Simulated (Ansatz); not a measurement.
# Formation energy and levels of the substitutional impurity Se_C in SiC (F-43m)

Wanted: the transition levels of a substitutional impurity in SiC (F-43m), from a cell of 54 host atoms with 1 C taken out and 1 Se put in.

Calculated with Ansatz 0.2.0; place-levels on r2SCAN runs: charge-transition levels and formation energies with image-charge correction and potential alignment at the atomic sites; PAW set soft_1.

Experimental background.

“Insight into the structural, elastic and electronic properties of a new orthorhombic 6O-SiC polytype” (2020, pmc:7200658) quotes from earlier work for SiC, cubic 3C zincblende (literature value): band gap (indirect gap) 2.4 eV [literature value; measurement temperature and method not stated].

### Step 1. The starting structure

The cell holds 54 atoms: 27 Si, 26 C and 1 Se. Its edges and angles: a = 9.242 Å, b = 9.242 Å, c = 9.242 Å, α = 60.0°, β = 60.0°, γ = 60.0°. It derives from SiC (space group F-43m). Nearest the centre at fractional (0.417, 0.417, 0.417): Se28 at 0.00 Å, Si29 at 1.89 Å, Si33 at 1.89 Å, Si45 at 1.89 Å, Si27 at 1.89 Å, C46 at 3.08 Å, C34 at 3.08 Å, C16 at 3.08 Å.

Structure file:

```xyz
54
Lattice="0.0000 6.5349 6.5349 6.5349 0.0000 6.5349 6.5349 6.5349 0.0000" Properties=species:S:1:pos:R:3 pbc="T T T"
Si    0.0000    0.0000    0.0000
C     1.0891    1.0891    1.0891
Si    2.1783    2.1783    0.0000
C     3.2674    3.2674    1.0891
Si    4.3566    4.3566    0.0000
C     5.4457    5.4457    1.0891
Si    2.1783    0.0000    2.1783
C     3.2674    1.0891    3.2674
Si    4.3566    2.1783    2.1783
C     5.4457    3.2674    3.2674
Si    6.5349    4.3566    2.1783
C     7.6240    5.4457    3.2674
Si    4.3566    0.0000    4.3566
C     5.4457    1.0891    5.4457
Si    6.5349    2.1783    4.3566
C     7.6240    3.2674    5.4457
Si    8.7132    4.3566    4.3566
C     9.8023    5.4457    5.4457
Si    0.0000    2.1783    2.1783
C     1.0891    3.2674    3.2674
Si    2.1783    4.3566    2.1783
C     3.2674    5.4457    3.2674
Si    4.3566    6.5349    2.1783
C     5.4457    7.6240    3.2674
Si    2.1783    2.1783    4.3566
C     3.2674    3.2674    5.4457
Si    4.3566    4.3566    4.3566
Se    5.4457    5.4457    5.4457
Si    6.5349    6.5349    4.3566
C     7.6240    7.6240    5.4457
Si    4.3566    2.1783    6.5349
C     5.4457    3.2674    7.6240
Si    6.5349    4.3566    6.5349
C     7.6240    5.4457    7.6240
Si    8.7132    6.5349    6.5349
C     9.8023    7.6240    7.6240
Si    0.0000    4.3566    4.3566
C     1.0891    5.4457    5.4457
Si    2.1783    6.5349    4.3566
C     3.2674    7.6240    5.4457
Si    4.3566    8.7132    4.3566
C     5.4457    9.8023    5.4457
Si    2.1783    4.3566    6.5349
C     3.2674    5.4457    7.6240
Si    4.3566    6.5349    6.5349
C     5.4457    7.6240    7.6240
Si    6.5349    8.7132    6.5349
C     7.6240    9.8023    7.6240
Si    4.3566    4.3566    8.7132
C     5.4457    5.4457    9.8023
Si    6.5349    6.5349    8.7132
C     7.6240    7.6240    9.8023
Si    8.7132    8.7132    8.7132
C     9.8023    9.8023    9.8023
```

Known beforehand: the electronic dielectric constant, 7.06, and the static one, 10.43, computed on the host (DFPT, PBEsol, on the r2SCAN cell), and a cell off the functional's own equilibrium shifts the ionic part.

The cell's shortest repeat is 9.2 Å.

### Step 2. What was run first

A transition level is the Fermi level at which two charge states cost the same, so each charge needs its own total energy, at its own relaxed structure.

Each atom starts 0.05 Å or so off its site in a random direction: a symmetric start keeps its symmetry, and would miss off-centre moves and Jahn–Teller distortions. Forces are taken on a 2×2×2 shifted mesh. The cell holds 1 electron more than the neutral one, with a uniform background that keeps it neutral on the whole. The electron count is odd, so at least one spin is unpaired; this run locks the moment at 1 μB.

The sampling was tested on the host first: at the k-points planned (1x1x1 shifted 0.25 0.25 0.25) its energy lies 0.119 eV an atom from the dense-mesh value, so the final energies take a denser sampling.

One of the inputs; charge, spin and start change from state to state.

Input file qm1_M1.relax/input.yaml:

```yaml
crystal:
  lattice:
    - [0.0, 2.17829624, 2.17829624]
    - [2.17829624, 0.0, 2.17829624]
    - [2.17829624, 2.17829624, 0.0]
  atoms:
    - { symbol: Si, position: [0.0, 0.0, 0.0] }
    - { symbol: C, position: [0.25, 0.25, 0.25] }
  supercell: [3, 3, 3]
  defects: [{ substitution: { at: 27, symbol: Se } }]
total_charge: -1
basis:
  ecutwfc: 500
  xc_grid: 2
hamiltonian:
  xc: r2scan
  pseudopotentials: { kind: paw, azcp: { folder: soft_1 } }
kpoints:
  mp_grid: { grid: [2, 2, 2], shift: [0.5, 0.5, 0.5] }
magnetization:
  spin_polarized: true
  initial_magnetization: 1
  spin_locking: { lock_magnetization: hard }
scf:
  occupations: { method: fixed }
  max_iter: 60
output:
  forces: true
  charged_corrections: { epsilon: 7.06, static_epsilon: 10.43 }
relax:
  f_tol: 0.02
  max_steps: 80
  random_displacement: { amplitude: 0.05, seed: 1523 }
checkpoint:
  write: "../qm1_M1.relax.run"
  compress: false
  write_wavefunctions: true
  write_every: 100000
```

Started as:

```
$ ansatz run input.yaml --threads 4 --pin off --max-ram 7536MiB --backend cpu --events-out ev --progress --plain --runs-dir out
```

The run of this state that the levels use, under r2SCAN:

Input file qm1_M1.point/input.yaml:

```yaml
crystal:
  checkpoint: "../qm1_M1.relax.run"
  host: checkpoint
total_charge: -1
basis:
  ecutwfc: 500
  xc_grid: 2
hamiltonian:
  xc: r2scan
  pseudopotentials: { kind: paw, azcp: { folder: soft_1 } }
kpoints:
  mp_grid: { grid: [2, 2, 2], shift: [0.5, 0.5, 0.5] }
magnetization:
  spin_polarized: true
  initial_magnetization: 1
  spin_locking: { lock_magnetization: hard }
scf:
  occupations: { method: fixed }
  max_iter: 60
output:
  forces: true
  eigenvalues: true
  charged_corrections:
    epsilon: 7.06
    static_epsilon: 10.43
    defect_position: [0.416667, 0.416667, 0.416667]
  eigenstates: { localisation: true }
  populations: true
  efg: {}
  band_densities: [{ bands: [v1, v1] }, { bands: [c1, c1] }]
  write_density: true
  write_potential: true
  volumetric_format: npy
  elf: true
checkpoint:
  read: "../qm1_M1.relax.run"
  write: "../qm1_M1.point.run"
  compress: false
  write_wavefunctions: false
  write_every: 100000
```

Relaxations under r2SCAN at a 2×2×2 shifted mesh; times on 4 threads of Arm Neoverse V1, shared host:

```tsv
charge	moment (μB)	occupations	outcome	steps	largest displacement against the far atoms (Å)	time
−1	1	fixed	converged	14	0.51	14 min
0	0	fixed	converged	7	0.38	2.8 min
+1	1	fixed	converged	7	0.35	7.4 min
+2	0	fixed	converged	5	0.33	2.2 min
0	2	fixed	converged	11	0.48	11 min
```

Single points under r2SCAN at a 2×2×2 shifted mesh; times on 4 threads of Arm Neoverse V1, shared host:

```tsv
charge	moment (μB)	occupations	outcome	time
−1	1	fixed	converged	58 s
0	0	fixed	converged	24 s
+1	1	fixed	converged	51 s
+2	0	fixed	converged	21 s
0	2	fixed	converged	57 s
```

Distances (Å) from Se28 to the nearest atoms after relaxation with r2SCAN:

```tsv
charge	moment (μB)	1.	2.	3.	4.	5.	6.
−1	1	Si 2.23	Si 2.24	Si 2.27	Si 2.34	C 3.06	C 3.06
0	0	Si 2.24	Si 2.24	Si 2.24	Si 2.25	C 3.11	C 3.11
0	2	Si 2.23	Si 2.23	Si 2.26	Si 2.31	C 3.07	C 3.07
+1	1	Si 2.23	Si 2.23	Si 2.23	Si 2.23	C 3.11	C 3.11
+2	0	Si 2.22	Si 2.22	Si 2.22	Si 2.22	C 3.11	C 3.11
```

### Step 3. Levels against the band edges, r2SCAN

A charged cell interacts with its images and the background, and its potential has another zero than the host's. place-levels removes the first by a point-charge model, screened by the static dielectric constant since the ions have relaxed around the charge, and the second by comparing potentials at atoms far from the defect.

The host is a run of the defect-free crystal in the same cutoffs, grids and k-points, so that basis and sampling errors cancel in part in the differences. The host is run in a cell of 2 atoms on a matching mesh. Its band edges are searched through the zone by a band path, so the gap is smaller than, or equal to, that on the mesh. Chemical potentials are energies per atom of C (diamond) and Se (trigonal (grey) selenium), run with the same functional and cutoff. Carbon is taken as diamond, which semilocal functionals can put about 0.1 eV an atom over graphite.

Input file levels.point.yaml:

```yaml
host:
  run: host.point.run
states: [qm1_M1.point.run, q0.point.run, qp1_M1.point.run, qp2.point.run, q0_M2.point.run]
geometry_from:
  qm1_M1.point.run: qm1_M1.relax.run
  q0.point.run: q0.relax.run
  qp1_M1.point.run: qp1_M1.relax.run
  qp2.point.run: qp2.relax.run
  q0_M2.point.run: q0_M2.relax.run
  host.point.run: host.relax.run
chemical_potentials:
  C:
    energy: -251.553391
    dataset: "<sha256 of the dataset>"
  Se:
    energy: -5478.140172
    dataset: "<sha256 of the dataset>"
epsilon: 7.06
static_epsilon: 10.43
vertical:
  - { from: qm1_M1.point.run, to: qm1_M1.point_neutral.run }
  - { from: qp1_M1.point.run, to: qp1_M1.point_neutral.run }
  - { from: qp2.point.run, to: qp2.point_neutral.run }
```

Started as:

```
$ ansatz place-levels levels.point.yaml -- --threads 4 --pin off --max-ram 7536MiB
```

Numbers of over 12 decimals in the logs are rounded to 6 here.

Output:

```text
[... repeated set-up lines and file paths are left out, and long positions are rounded to six places ...]
(+2/+1) 1.393 eV above the valence edge, 0.317 eV under the conduction edge
(+1/0) 1.794 eV above the valence edge (+1.796 eV without the band-filling correction), in the conduction band
(0/-1) 1.871 eV above the valence edge (+2.852 eV without the band-filling correction), in the conduction band
formation energy of charge +2: +1.647 eV with the Fermi level at the valence edge
formation energy of charge +1: +3.040 eV with the Fermi level at the valence edge
formation energy of charge 0: +4.834 eV with the Fermi level at the valence edge
formation energy of charge -1: +6.706 eV with the Fermi level at the valence edge
vertical -1 to 0: no energy, since no alignment is typed
  the change from vertical[0].from (qm1_M1.point.run) to vertical[0].to (qm1_M1.point_neutral.run): by its potential at epsilon 7.06 it stands at 0.181 0.276 0.277, with an rms radius of about 3.5 Å (2.3 1.8 1.8 Å across the planes of the cell's vectors); [...]
vertical +1 to 0: no energy, since no alignment is typed
  the change from vertical[1].from (qp1_M1.point.run) to vertical[1].to (qp1_M1.point_neutral.run): by its potential at epsilon 7.06 it stands at 0.288 0.289 0.289, with an rms radius of about 4.4 Å (2.5 2.5 2.5 Å across the planes of the cell's vectors); [...]
vertical +2 to 0: no energy, since no alignment is typed
  the change from vertical[2].from (qp2.point.run) to vertical[2].to (qp2.point_neutral.run): by its potential at epsilon 7.06 it stands at 0.295 0.293 0.294, with an rms radius of about 4.3 Å (2.5 2.5 2.5 Å across the planes of the cell's vectors); [...]
  edges by r2scan, gap 1.710 eV; the host is sampled to repeats of 18.48 Å
  the defect's cells are sampled to repeats of 18.48 Å, like sampling
  charge +2: -29309.6126 eV with its correction of +1.583 eV, at epsilon 10.43, aligned at sites: +0.3071 eV, mean over 19 atomic sites at or beyond 4.62 Å from the defect at [0.4167, 0.4167, 0.4167], with +0.000000 for the charge's moments and without [...]
  charge +1: -29298.8415 eV with its correction of +0.605 eV, at epsilon 10.43, aligned at sites: +0.3627 eV, mean over 19 atomic sites at or beyond 4.62 Å from the defect at [0.4167, 0.4167, 0.4167], with +0.000000 for the charge's moments and without [...]
  charge 0: +0.000 eV for its dipole among its images, +0.000 omitted
  charge -1: -29275.4381 eV with its correction of -0.241 eV, at epsilon 10.43, aligned at sites: +0.4827 eV, mean over 19 atomic sites at or beyond 4.62 Å from the defect at [0.4167, 0.4167, 0.4167], with -0.000000 for the charge's moments and without [...]
  charge 0: states[4] (q0_M2.point.run) stands 0.666 eV higher, with a moment of 2.00 μB against 0.00
  of states[3] (qp2.point.run): it parts from the run at its places by a charge that spreads by about 2.5 Å along one vector (1.3 Å or more is wide), by its potential at epsilon 7.06, taken for that of held ions (one typed too small widens it), where the cell [...]
  of states[2] (qp1_M1.point.run): it parts from the run at its places by a charge that spreads by about 2.5 Å along one vector (1.3 Å or more is wide), by its potential at epsilon 7.06, taken for that of held ions (one typed too small widens it), where the [...]
  of states[1] (q0.point.run): a band-filling correction moves a carrier to the host's band edge, which changes its energy by -0.002 eV; [...]
  of states[0] (qm1_M1.point.run): it parts from the run at its places by a charge that spreads by about 2.3 Å along one vector (1.3 Å or more is wide), by its potential at epsilon 7.06, taken for that of held ions (one typed too small widens it), where the [...]
  of states[4] (q0_M2.point.run): its moments are held at its close (magnetization.spin_locking), by a field of 0.283 eV a Bohr magneton, and its energy and levels are of the state that this holds: a run that lets them go can end lower; [...]
  of vertical[0].from (qm1_M1.point.run): stability_check_not_made; [...]
  of vertical[1].from (qp1_M1.point.run): stability_check_not_made; [...]
  of vertical[2].from (qp2.point.run): it parts from the run at its places by a charge that spreads by about 2.5 Å along one vector (1.3 Å or more is wide), by its potential at epsilon 7.06, taken for that of held ions (one typed too small widens it), where [...]
```

Elapsed: 0.48 s, on 4 threads of Arm Neoverse V1, shared host.

Levels between the charges placed, in eV above the valence top:

```tsv
	gap (eV)	(+2/+1)	(+1/0)	(0/−1)
r2SCAN	1.71	1.39	1.79	1.87
```

Corrections by state:

```tsv
charge	moment (μB)	image terms and alignment (eV)	band filling (eV)	ε used	over the lowest of its charge, as the program ranks them, band filling apart (eV)
+2	0.0	1.583	-	10.43	0.000
+1	1.0	0.605	-	10.43	0.000
0	0.0	0.000	-0.002	-	0.000
−1	1.0	-0.241	-0.983	10.43	0.000
0	2.0	0.000	-	-	0.666
```

The charged structures listed were also run neutral, and place-levels reads from each pair, by the potential or the spins, how wide the charge is by which they differ; that can be the carrier of either run.

```tsv
charge	rms radius (Å)	spread where it is widest against the cell (Å)	wide from (Å)	reading
+2	4.3	2.48	1.31	wide
+1	4.4	2.52	1.31	wide
−1	3.5	2.30	1.31	wide
```

The neutral runs of these pairs need not share the spin of the lowest neutral state, and very wide values only mean spread over the cell.

From the program's caveats on the states, each cut to its opening words:

- charge +2, +1 (1 μB): it parts from the run at its places by a charge that spreads by about 2.5 Å along one vector (1.3 Å or more is wide), by its potential at epsilon 7.06, taken [...]
- charge +2: its alignment with the host at atomic sites is doubtful: the mean over the far sites moves by -0.0982 eV from their farther parts to their nearer, more than [...]
- charge +1 (1 μB): its alignment with the host at atomic sites is doubtful: the mean over the far sites moves by -0.0851 eV from their farther parts to their nearer, more than [...]
- charge +1 (1 μB), −1 (1 μB), 0 (2 μB): flagged: stability check not made
- charge 0: a band-filling correction moves a carrier to the host's band edge, which changes its energy by -0.002 eV
- charge 0: its alignment with the host at atomic sites is doubtful: the mean over the far sites moves by -0.0767 eV from their farther parts to their nearer, more than [...]
- charge −1 (1 μB): it parts from the run at its places by a charge that spreads by about 2.3 Å along one vector (1.3 Å or more is wide), by its potential at epsilon 7.06, taken [...]
- charge −1 (1 μB): a band-filling correction moves a carrier to the host's band edge, which changes its energy by -0.983 eV
- charge 0 (2 μB): its moments are held at its close (magnetization.spin_locking), by a field of 0.283 eV a Bohr magneton, and its energy and levels are of the state that this [...]

The host's formation energy from the elements is -0.356 eV per atom; it sets how far the chemical potentials can move.

Limit set by the element alone; other compounds of these elements are not counted. Chemical potentials from the elements' reference states: C 0.00 eV, Si -0.71 eV, Se 0.00 eV. Formation energy by charge state (C-rich; gap 1.71 eV):

```tsv
charge	at valence top (eV)	at conduction bottom (eV)	correction included (eV)
+2	1.65	5.07	1.58
+1	3.04	4.75	0.60
0	4.83	4.83	0.00
−1	6.71	5.00	-1.22
```

```csv
Fermi level (eV),lowest formation energy (eV)
0.00,1.65
0.16,1.96
0.31,2.27
0.47,2.58
0.62,2.89
0.78,3.20
0.93,3.51
1.09,3.82
1.24,4.13
1.40,4.44
1.55,4.59
1.71,4.75
```

Limit set by the element alone; other compounds of these elements are not counted. Chemical potentials from the elements' reference states: Si 0.00 eV, C -0.71 eV, Se 0.00 eV. Formation energy by charge state (Si-rich; gap 1.71 eV):

```tsv
charge	at valence top (eV)	at conduction bottom (eV)	correction included (eV)
+2	0.94	4.36	1.58
+1	2.33	4.04	0.60
0	4.12	4.12	0.00
−1	5.99	4.28	-1.22
```

(Fermi level (eV), lowest formation energy (eV)): (0.00, 0.94), (0.16, 1.25), (0.31, 1.56), (0.47, 1.87), (0.62, 2.18), (0.78, 2.49), (0.93, 2.80), (1.09, 3.11), (1.24, 3.42), (1.40, 3.73), (1.55, 3.88), (1.71, 4.04)

### Step 4. Outcome

| Property | Result |
| --- | --- |
| gap of the host | 1.71 eV (r2SCAN) |
| level (plus 2/plus 1) | 1.39 eV above the valence top |
| level (plus 1/0) | 1.79 eV above the valence top, past the conduction bottom (1.80 eV above the valence top without the band-filling term) |
| level (0/minus 1) | 1.87 eV above the valence top, past the conduction bottom (2.85 eV above the valence top without the band-filling term) |
| lowest of the charges placed, just above the valence top (0.02 eV) | +2 |
| lowest of the charges placed, just below the conduction bottom (0.02 eV) | +1 |
| lowest formation energy at mid-gap of the charges run, C-rich | 3.36 eV |
| lowest formation energy at mid-gap of the charges run, Si-rich | 2.65 eV |

Of the charges placed (−1, 0, +1 and +2), the lowest changes at 1.39 eV (+2/+1) above the valence top, in a gap of 1.71 eV. (+2/+1) lies nearer to a band edge than the share of the finite-size correction in it (0.98 eV), and that correction holds for a localised charge alone. Charges above +2 were not placed, so these runs say nothing of levels that involve them. States placed: +2 at 0 μB; +1 at 1 μB; 0 at 0 μB and 2 μB; −1 at 1 μB. Other spin states or structures, where not listed, weren't placed. The program finds carriers beyond a band edge of the host and adds a band-filling term at charge −1 (-0.98 eV); steps to such a charge show no bound level, and a defect level inside a band would be read the same way. Corrections reach 1.6 eV, so the cell is small for these charges and their levels are rough. Se is taken at its element; compounds, which aren't counted here, bound the chemical potentials and would shift these formation energies. The program doubts the alignment of potentials for at least one state, a sign that the cell is small. Limits: r2SCAN makes the gap too small and tends to spread out bound carriers.

Comparison with the measured values:

| quantity | measured | r2SCAN |
| --- | --- | --- |
| band gap (least gap of the host) (eV) | 2.4 | 1.71 (-0.69 eV) |

Measured values from pmc:7200658 (2020).

How well it matches: The band gap is off by -0.69 eV: a clear miss. Local and semilocal functionals usually give gaps below the measured ones. Zero-point and thermal motion shift the measured gap.

[Logs are printed without paths, hosts, clocks, repeated set-up lines and the standing remarks that a program may print on its own settings, such as how far it seeks lower states.]

[Hosts, paths, dates, database ids (printed as entryN), source tags and the programs' standing remarks are cut or masked in the printed files.]

[Where a table of states has a column of steps, it counts the stored structures, which are thinned; the runs took as many ionic steps or more.]

[A defect's name tells the site on which it was built; relaxed atoms can leave that site.]

[For some hosts the program warned that the k-mesh of the response run may be too coarse for force constants and the static dielectric constant; such warnings are not shown here.]
